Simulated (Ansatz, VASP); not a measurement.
**Ge: VASP beside Ansatz**

```xyz
2
Lattice="0.0000 2.8661 2.8661 2.8661 0.0000 2.8661 2.8661 2.8661 0.0000" Properties=species:S:1:pos:R:3 pbc="T T T"
Ge    4.2992    4.2992    4.2992
Ge    2.8661    2.8661    2.8661
```

Change from the starting cell: volume scaled by 1.04.

Alike in both runs: task single point; functional PBE; k mesh 8 × 8 × 8; occupations fermi-dirac, width 0.05 eV; no spin polarisation.

|  | VASP | Ansatz |
| --- | --- | --- |
| version | VASP 6.6.1 | Ansatz 0.2.0 |
| potentials or method | VASP PAW PBE potentials, release 64 (Ge_d) | Ansatz PAW |
| plane-wave cutoff (eV) | 520 | 420 |
| valence electrons in the cell | 28 | 28 |

Ansatz gave:

```
gap on the k mesh at the Fermi level (eV) : none
pressure (GPa)                            : 0.9
```

Task: Estimate VASP's values.

Result: gap on the k mesh at the Fermi level (eV): none; pressure (GPa): 0.8.

A gap of «none» marks a metal or a gap that the smearing closes.
